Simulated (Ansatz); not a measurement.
**How far is this PbS from the hull?**

Theory: Ansatz 0.2.0, DFT PBE, scalar-relativistic, plane waves, PAW. Settings: cutoff 420 eV, Γ-centred meshes spaced at most about 0.3 Å⁻¹ (2π included), Gaussian smearing. No spin polarisation.

The zero of energy is the elements' standard structures at the same level; no fitted shifts are applied.

These are static total energies at zero pressure. These runs have no spin–orbit coupling, which can matter for Pb. The reference form of S is held partly by dispersion forces, which this level lacks.

The competitors are the elements and 2 reference phases of this chemical system (from databases or known types: PbS, PbS2), relaxed at the same level; other known phases may be missing.

The candidate was reached from: 5-connected net, two elements alternating.

```
CELL_PARAMETERS angstrom
4.98300 0.00000 0.00000
-2.49150 4.31541 0.00000
0.00000 0.00000 8.49656
ATOMIC_POSITIONS crystal
Pb 0.15856 0.84144 0.66667
Pb 0.15856 0.31711 0.33333
Pb 0.68289 0.84144 0.00000
S 0.83468 0.16532 0.66667
S 0.83468 0.66935 0.33333
S 0.33065 0.16532 0.00000
```

Q: Is it stable, and against what?

A: Not the lowest form: another structure of the same formula lies lower. Its formation energy is -0.295 eV/atom. The lowest competing phase at this composition is this:

```tsv
phase	space group	source	share of atoms	ΔE_f (eV/atom)
PbS	Fm-3m (No. 225)	COD	1.0000	-0.550
```

The candidate lies 0.26 eV/atom above this phase (0.25 eV/atom from unrounded values). The candidate matches no cell in the subsets of the Crystallography Open Database and the Materials Project at hand. The margin is far too high for a likely synthesis.
